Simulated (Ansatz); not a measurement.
AlAs (started from an entry of an open crystallographic database), relaxed with r2SCAN in Ansatz. Space group F-43m (No. 216), cubic; conventional cell a = 5.678 Å, 22.88 Å³ an atom. Al has 4 As at 2.46 Å; As has 4 Al at 2.46 Å.

The axes x, y and z are those of this cell:
```xyz
2
Lattice="0.0000 2.8389 2.8389 2.8389 0.0000 2.8389 2.8389 2.8389 0.0000" Properties=species:S:1:pos:R:3 pbc="T T T"
Al    0.0000    0.0000    0.0000
As    1.4195    1.4195    1.4195
```

Unstrained: With PBE the valence top lies at Γ and the conduction bottom at X, 1.460 eV higher; the smallest vertical gap, at Γ, is 1.983 eV. r2SCAN gives an indirect gap of 1.815 eV, from Γ to X; the least direct gap is 2.631 eV at Γ. The HSE06 gap is indirect, 2.093 eV (Γ to X), below the direct gap of 2.875 eV at Γ. Meshes: PBE 8×8×8, r2SCAN 8×8×8, HSE06 6×6×6. Strains are changes of length per length. After each strain the atoms were relaxed again with r2SCAN within the symmetry that the strain leaves, so tilts or polar shifts that break it weren't tested; points keep the names that they have in the unstrained zone. (Simulation; spin polarisation is off.)

Task: Apply isotropic -1.25 % on every length. How far does the gap move, against the unstrained cell?

Result: PBE: the gap goes from 1.460 to 1.394 eV (-0.066 eV). r2SCAN: the gap goes from 1.815 to 1.756 eV (-0.059 eV). HSE06: the gap goes from 2.093 to 2.029 eV (-0.064 eV). The r2SCAN energy rises by 8.0 meV an atom.

Task: Estimate what isotropic +4.19 % on every length does to the gap.

Result: PBE: the gap goes from 1.460 to 1.054 eV (-0.406 eV); it turns from indirect (Γ → X) to direct (Γ). r2SCAN: the gap goes from 1.815 to 1.617 eV (-0.198 eV); it turns from indirect (Γ → X) to direct (Γ). HSE06: the gap goes from 2.093 to 1.841 eV (-0.252 eV); it turns from indirect (Γ → X) to direct (Γ). The r2SCAN energy rises by 74.9 meV an atom.

The runs are scalar-relativistic, without spin-orbit coupling.

The meshes of the hybrids are coarse, so their gaps aren't converged to the digits shown.
